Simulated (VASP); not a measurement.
Crystal: CdS (Greenockite).

```xyz
4
Lattice="4.1315 0.0000 0.0000 -2.0657 3.5780 0.0000 0.0000 0.0000 6.7246" Properties=species:S:1:pos:R:3 pbc="T T T"
Cd    0.0000    2.3853    6.7200
Cd    2.0657    1.1927    3.3577
S     0.0000    2.3853    2.5263
S     2.0657    1.1927    5.8886
```

Program: VASP 6.6.1. Alike in all runs: no spin polarisation; cell as given; k mesh 9 × 9 × 4; cutoff (eV) 520; smearing gaussian 0.03 eV.

Problem. Order these runs on this cell by their band gap on the k mesh, lowest first.
A. level PBE; potentials or basis VASP PAW PBE potentials, release 64 (Cd, S); further INCAR settings ALGO = Fast; EDIFF = 1e-06; NBANDS = 50
B. level r2SCAN; potentials or basis VASP PAW PBE potentials, release 64 (Cd, S); further INCAR settings ALGO = Normal; EDIFF = 1e-06
C. level TB-mBJ; potentials or basis VASP PAW PBE potentials, release 64 (Cd, S); further INCAR settings ALGO = Normal; EDIFF = 1e-06
D. level LDA; potentials or basis VASP PAW LDA potentials, release 64 (Cd, S); further INCAR settings ALGO = Fast; EDIFF = 1e-06

Solution. D (0.96 eV), A (1.22 eV), B (1.68 eV), C (2.73 eV).

